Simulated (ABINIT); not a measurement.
Crystal: ZnO (zincite).

```
Zn O
1.0
     3.24931    0.00000    0.00000
    -1.62465    2.81398    0.00000
     0.00000    0.00000    5.20571
Zn O
2 2
Direct
  0.66667 0.33333 0.00000
  0.33333 0.66667 0.50000
  0.33333 0.66667 0.87901
  0.66667 0.33333 0.37901
```

Base run:

```yaml
Program: ABINIT 10.8.3 (patched build)
Functional: LDA
Potentials_or_basis: JTH PAW PBE v2.0
Cutoff: 762 eV
k_mesh: 9 × 9 × 5
Occupations: fermi-dirac, width 0.05 eV
Spin: no spin polarisation
```

Its results: band gap on the k mesh 0.72 eV, direct; pressure -7.6 GPa; largest force 0.053 eV/Å.

The run is repeated on the same cell with these changes: functional from LDA to WC. What comes out?

Band gap on the k mesh 0.68 eV, direct; pressure -2.1 GPa; largest force 0.063 eV/Å.

WC binds less tightly than LDA, so the same cell stands under more pressure.

Caveats: the PAW data sets were made with another functional, which shifts forces and pressure a little.

